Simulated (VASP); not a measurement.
Input of a VASP 6.6.1 run:

File INCAR:

```
PREC = Accurate
ENCUT = 520
EDIFF = 1E-6
ISMEAR = 0
SIGMA = 0.01
LREAL = F
LASPH = T
NELM = 100
ALGO = Fast
ISIF = 2
LWAVE = F
LCHARG = T
GGA = PE
LELF = T
LVHAR = T
NBANDS = 16
```

Contents of KPOINTS:

```
Automatic mesh
0
Gamma
  6 6 6
```

File POSCAR:

```
CuI
1.0
    0.0000000000      3.0120291186      3.0120291186
    3.0120291186      0.0000000000      3.0120291186
    3.0120291186      3.0120291186      0.0000000000
Cu I
1 1
Direct
    0.0000000000      0.0000000000      0.0000000000
    0.2500000000      0.2500000000      0.2500000000
```

Potentials or basis: VASP PAW PBE potentials, release 64 (Cu, I).

Launch:

```sh
$ cat potpaw_PBE.64/Cu/POTCAR potpaw_PBE.64/I/POTCAR > POTCAR
$ mpirun -np 1 vasp_std > vasp.out
```

What does it give for the pressure?

1.1 GPa.

Predict the band gap on the k mesh.

1.19 eV, direct.

Caveat: spin-orbit coupling is left out, which moves the levels of the heavy elements.
